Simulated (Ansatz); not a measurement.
# Relaxation path: MoP

DFT, r2SCAN, PAW with Ansatz's default frozen-core files, scalar-relativistic (Ansatz 0.2.0); a Γ-centred 13×13×11 k mesh, Fermi–Dirac smearing of 0.05 eV, no spin polarisation. The run relaxes shape and atoms at held volume.

Command: `ansatz run input.yaml --threads 1 --pin off --max-ram 2048MiB --backend cpu --events-out ev --progress --plain --runs-dir out` It took 35 s on 1 thread of AMD EPYC 7R43 64-Core Processor (Zen 3), on a shared host, peak memory 0.49 GiB.

PAW: frozen-core files, cutoff 500 eV; forces are relaxed below 0.01 eV/Å.

Each step lists its free energy a cell above the last geometry, the pressure, the cell vectors (Å), and Cartesian positions (Å) with forces (eV/Å).

The first step:

```
step 1  dF = 13.80 meV  P = 55.3 GPa
  cell 3.0530 0.0000 0.0000  -1.5265 2.6440 0.0000  0.0000 0.0000 3.0227
  Mo 0.0000 0.0000 0.0000   0.0000 0.0000 0.0000
  P 0.0000 1.7627 1.5114   0.0000 0.0000 0.0000
```

The PAW files were made under PBE.

Question: Where does the relaxation end, and by which steps?

Answer: After 4 geometries, with conventional a, b, c = 3.027, 3.027, 3.074 Å, at 12.200 Å³/atom and 53.8 GPa in space group P-6m2, with a shortest distance of 2.328 Å. The further steps:
```
step 2  dF = 10.40 meV  P = 52.6 GPa
  cell 3.0049 0.0000 0.0000  -1.5024 2.6023 0.0000  0.0000 0.0000 3.1204
  Mo 0.0000 0.0000 0.0000   0.0000 0.0000 0.0000
  P 0.0000 1.7349 1.5602   0.0000 0.0000 0.0000
step 3  dF = 0.02 meV  P = 53.7 GPa
  cell 3.0265 0.0000 0.0000  -1.5132 2.6210 0.0000  0.0000 0.0000 3.0760
  Mo 0.0000 0.0000 0.0000   0.0000 0.0000 0.0000
  P 0.0000 1.7473 1.5380   0.0000 0.0000 0.0000
step 4  dF = 0.00 meV  P = 53.8 GPa
  cell 3.0274 0.0000 0.0000  -1.5137 2.6218 0.0000  0.0000 0.0000 3.0742
  Mo 0.0000 0.0000 0.0000   0.0000 0.0000 0.0000
  P 0.0000 1.7479 1.5371   0.0000 0.0000 0.0000
step 5  dF = 0.00 meV  P = 53.8 GPa  (same geometry on a basis chosen anew; earlier energies don't compare to the last digit)
  cell 3.0274 0.0000 0.0000  -1.5137 2.6218 0.0000  0.0000 0.0000 3.0742
  Mo 0.0000 0.0000 0.0000   0.0000 0.0000 0.0000
  P 0.0000 1.7479 1.5371   0.0000 0.0000 0.0000
```
